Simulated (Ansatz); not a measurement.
Write the native input for Ansatz 0.2.0 that does the following.

* Task: single point
* Functional: PBE
* Potentials or basis: all-electron LAPW, scalar-relativistic
* Cutoff: 219 eV (chosen from the basis error)
* Basis error allowed: 0.001 eV/atom
* k mesh: 9 × 9 × 9
* Occupations: fermi-dirac, width 0.05 eV
* Spin: no spin polarisation

The system is P.

```
CELL_PARAMETERS angstrom
1.72573 0.99635 3.12968
-1.72573 0.99635 3.12968
0.00000 -1.99270 3.12968
ATOMIC_POSITIONS crystal
P 0.77292 0.77292 0.77292
P 0.22708 0.22708 0.22708
```

This isn't the form of P at room conditions, which is orthorhombic.

These files were run (other wordings do the same):

input.yaml

```yaml
crystal:
  lattice:
    - [1.725725178, 0.9963478961, 3.1296800121]
    - [-1.725725178, 0.9963478961, 3.1296800121]
    - [0.0, -1.9926957921, 3.1296800121]
  atoms:
    - { symbol: P, position: [0.77291975, 0.77291975, 0.77291975] }
    - { symbol: P, position: [0.22708025, 0.22708025, 0.22708025] }
kpoints:
  mp_grid: { grid: [9, 9, 9] }
scf:
  occupations: { method: fermi_dirac, width: 0.05 }
hamiltonian:
  xc: pbe
  pseudopotentials: { kind: all_electron, lapw: { basis_error: 0.001 } }
output:
  forces: true
  stress: true
  eigenvalues: true
  populations: true
```

Potentials or basis: all-electron LAPW, scalar-relativistic.

The run is started by

```sh
$ ansatz run input.yaml --threads 1 --pin off --max-ram 2560MiB --backend cpu --events-out ev --progress --plain --runs-dir out
```

Results of the run:

| Property | Result |
| --- | --- |
| Pressure | 1.8 GPa |
| Largest force | 0.231 eV/Å |
| Band gap on the k mesh | none (metal or under the smearing width) |

Wall time 7.4 s on 1 thread of Intel(R) Xeon(R) Platinum 8488C (Sapphire Rapids), with other jobs on the host, peak memory 0.31 GiB.
